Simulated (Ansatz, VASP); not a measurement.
Two plane-wave programs on AgCl

Contents of INCAR:

```
PREC     = Accurate       # precision mode
ENCUT    = 520            # plane-wave cutoff, eV
EDIFF    = 1E-8           # SCF threshold, eV
ISMEAR   = -1             # smearing method
SIGMA    = 0.03           # smearing width, eV
LREAL    = F              # projectors in reciprocal space
LASPH    = T              # aspherical terms in the spheres
NELM     = 60             # most SCF steps
ALGO     = Normal         # electronic algorithm
ISIF     = 2              # what is computed and relaxed
LWAVE    = F              # write WAVECAR
LCHARG   = F              # write CHGCAR
GGA      = PE             # functional
LEFG     = T            
NBANDS   = 16             # bands
```

File KPOINTS:

```
regular mesh
0
Gamma
  11 11 11
```

The input POSCAR:

```
AgCl
1.0
    0.0000000000      3.0889659025      3.0889659025
    3.0889659025      0.0000000000      3.0889659025
    3.0889659025      3.0889659025      0.0000000000
Ag Cl
1 1
Direct
    0.0000000000      0.0000000000      0.0000000000
    0.2500000000      0.2500000000      0.2500000000
```

Input for Ansatz:

```yaml
crystal:
  lattice:
    - [0.0, 3.0889659025, 3.0889659025]
    - [3.0889659025, 0.0, 3.0889659025]
    - [3.0889659025, 3.0889659025, 0.0]
  atoms:
    - { symbol: Ag, position: [0.0, 0.0, 0.0] }
    - { symbol: Cl, position: [0.25, 0.25, 0.25] }
kpoints:
  mp_grid: { grid: [11, 11, 11] }
scf:
  occupations: { method: fermi_dirac, width: 0.03 }
hamiltonian:
  xc: pbe
  pseudopotentials: { kind: paw }
output:
  forces: true
  stress: true
  eigenvalues: true
  efg: { contact_densities: true }
```

Change from the starting cell: volume scaled by 1.06, PAW files.

Alike in both runs: task electric field gradients; functional PBE; k mesh 11 × 11 × 11; occupations fermi-dirac, width 0.03 eV; no spin polarisation.

```csv
,VASP,Ansatz
version,VASP 6.6.1,Ansatz 0.2.0
potentials or method,"VASP PAW PBE potentials, release 64 (Ag, Cl)","PAW with Ansatz's default frozen-core files, scalar-relativistic"
plane-wave cutoff (eV),520,420
valence electrons in the cell,18,26
```

Ansatz gave:

| Item | Value |
| --- | --- |
| gap on the k mesh at the Fermi level (eV) | 1.36 |
| pressure (GPa) | -1.5 |
| Vzz of the field gradient on the site that differs most (V/Å²) | 0.0 |

**Question.** Which values does VASP return?

**Answer.** gap on the k mesh at the Fermi level (eV): 1.36; pressure (GPa): -1.6; Vzz of the field gradient on the site that differs most (V/Å²): 0.0.

The two sets of potentials don't hold the same shells in valence. Ansatz warned: «gradients_without_spin_orbit».

Caveats: an odd mesh through Γ misses points on the zone boundary, where band edges often lie.
